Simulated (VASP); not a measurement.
The system is AgBr.

```
CELL_PARAMETERS angstrom
0.00000 2.87015 2.87015
2.87015 0.00000 2.87015
2.87015 2.87015 0.00000
ATOMIC_POSITIONS crystal
Ag 0.00000 0.00000 0.00000
Br 0.50000 0.50000 0.50000
```

Base run:

- Program: VASP 6.6.1
- Functional: PBEsol
- Potentials or basis: VASP PAW PBE potentials, release 64 (Ag, Br)
- Cutoff: 520 eV
- k mesh: 8 × 8 × 8
- Occupations: gaussian, width 0.02 eV
- Spin: no spin polarisation

Its results: band gap on the k mesh 0.50 eV, indirect (least direct gap 2.45 eV).

Problem. The run is repeated on the same cell with these changes: functional from PBEsol to r2SCAN. What comes out?

Solution. Band gap on the k mesh 1.25 eV, indirect (least direct gap 3.28 eV).

r2SCAN gives the wider gap, since meta-GGAs in the generalised Kohn-Sham scheme recover part of the derivative discontinuity.
